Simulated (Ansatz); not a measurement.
## CuCl2 in Ansatz: the effect of functional

Crystal: CuCl2.

```
Cu Cl
1.0
    -2.28453    2.28453    6.95018
     2.28453   -2.28453    6.95018
     2.28453    2.28453   -6.95018
Cu Cl
1 2
Direct
  0.00000 0.00000 0.00000
  0.00000 0.50000 0.50000
  0.50000 0.00000 0.50000
```

Measurements of this composition are mostly on another form, of space group No. 12.

The cell isn't the ideal one: volume scaled by 1.04.

Alike in all runs:

* Program: Ansatz 0.2.0
* Task: single point
* Potentials or basis: Ansatz PAW
* k mesh: 8 × 8 × 8
* Occupations: fermi-dirac, width 0.05 eV
* Spin: no spin polarisation

| functional | cutoff | pressure (GPa) |
| --- | --- | --- |
| LDA | 420 eV (not typed: the program's choice for these potentials) | ? |
| PBEsol | 420 eV (not typed: the program's choice for these potentials) | -1.6 |
| r2SCAN | 500 eV (not typed: the program's choice for these potentials) | -1.1 |

Question: What does the run with functional LDA give?

Answer: Pressure -2.6 GPa.

Caveats: an odd number of electrons without spin polarisation forces a metal; a magnetic or distorted state may lie lower; the run has no spin polarisation, though such a crystal can be magnetic; the PAW data sets come from PBE, with cores solved anew for the run's functional, which leaves a small shift of forces and pressure.

Runs at the PBE level aren't shown here.
